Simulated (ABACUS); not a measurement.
## BN in ABACUS: the effect of basis

Crystal: BN.

```
CELL_PARAMETERS angstrom
2.54724 0.00000 0.00000
-1.27362 2.20597 0.00000
0.00000 0.00000 6.76584
ATOMIC_POSITIONS crystal
N 0.66667 0.33333 0.25000
N 0.33333 0.66667 0.75000
B 0.66667 0.33333 0.75000
B 0.33333 0.66667 0.25000
```

The cell isn't the ideal one: volume scaled by 1.06.

Alike in all runs:

```yaml
Program: ABACUS 3.10.1
Task: equation of state
Functional: PBE
Potentials_or_basis: PseudoDojo NC SR 0.4.1 PBE standard
k_mesh: 8 × 8 × 3
Occupations: fermi-dirac, width 0.05 eV
Spin: no spin polarisation
```

```csv
basis,cutoff,gap on the mesh (eV),pressure (GPa)
DZP,1361 eV,?,?
TZDP,1361 eV,4.22,-8.2
pw,1143 eV,4.23,-8.6
```

What does the run with basis DZP give?

gap on the mesh 4.18 eV; pressure -6.6 GPa.

Caveats: an odd mesh through Γ misses points on the zone boundary, where band edges often lie; this functional lacks dispersion, which binds the layers, so the pressure and a relaxed spacing across them are unreliable; the atomic orbitals were generated for these runs and aren't a published set (some runs); the basis of atomic orbitals isn't converged, which shifts pressures, moduli and gaps (some runs); there are fewer bands than atomic start orbitals, so a level may be missed at k points of high symmetry (some runs).
